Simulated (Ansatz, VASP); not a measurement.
**KBr: VASP beside Ansatz**

Contents of INCAR:

```
PREC = Accurate ; ENCUT = 520
EDIFF = 1E-7 ; ISMEAR = -1
SIGMA = 0.01 ; LREAL = F
LASPH = T ; NELM = 60
ALGO = Normal ; ISIF = 2
LWAVE = F ; LCHARG = F
GGA = PE ; NBANDS = 15
```

KPOINTS

```
regular mesh
0
Gamma
  7 7 7
```

POSCAR

```
KBr
1.0
   -0.0658500000      3.2595750000      3.2595750000
    3.2595750000     -0.0658500000      3.2595750000
    3.2595750000      3.2595750000     -0.0658500000
K Br
1 1
Direct
    0.0000000000      0.0000000000      0.0000000000
    0.5000000000      0.5000000000      0.5000000000
```

Input for Ansatz:

```yaml
crystal:
  lattice:
    - [-0.06585, 3.259575, 3.259575]
    - [3.259575, -0.06585, 3.259575]
    - [3.259575, 3.259575, -0.06585]
  atoms:
    - { symbol: K, position: [0.0, 0.0, 0.0] }
    - { symbol: Br, position: [0.5, 0.5, 0.5] }
kpoints:
  mp_grid: { grid: [7, 7, 7] }
scf:
  occupations: { method: fermi_dirac, width: 0.01 }
hamiltonian:
  xc: pbe
  pseudopotentials: { kind: all_electron, lapw: { basis_error: 0.00025 } }
output:
  forces: true
  stress: true
  eigenvalues: true
```

Change from the starting cell: equal xy, yz and zx shear strains of -2 %.

Alike in both runs: task single point; functional PBE; k mesh 7 × 7 × 7; occupations fermi-dirac, width 0.01 eV; no spin polarisation.

```csv
,VASP,Ansatz
version,VASP 6.6.1,Ansatz 0.2.0
potentials or method,"VASP PAW PBE potentials, release 64 (K_sv, Br)","all-electron LAPW, scalar-relativistic"
plane-wave cutoff (eV),520,see its input
```

Ansatz gave:

| Quantity | Value |
| --- | --- |
| gap on the k mesh at the Fermi level (eV) | 4.41 |
| pressure (GPa) | 0.8 |
| largest component of the traceless stress (GPa) | 0.09 |

Q: Estimate VASP's values.

A: gap on the k mesh at the Fermi level (eV): 4.41; pressure (GPa): 0.9; largest component of the traceless stress (GPa): 0.09.

Ansatz ran all-electron here, so the differences hold the error of VASP's frozen core and of both bases.

Caveats: an odd mesh through Γ misses points on the zone boundary, where band edges often lie.
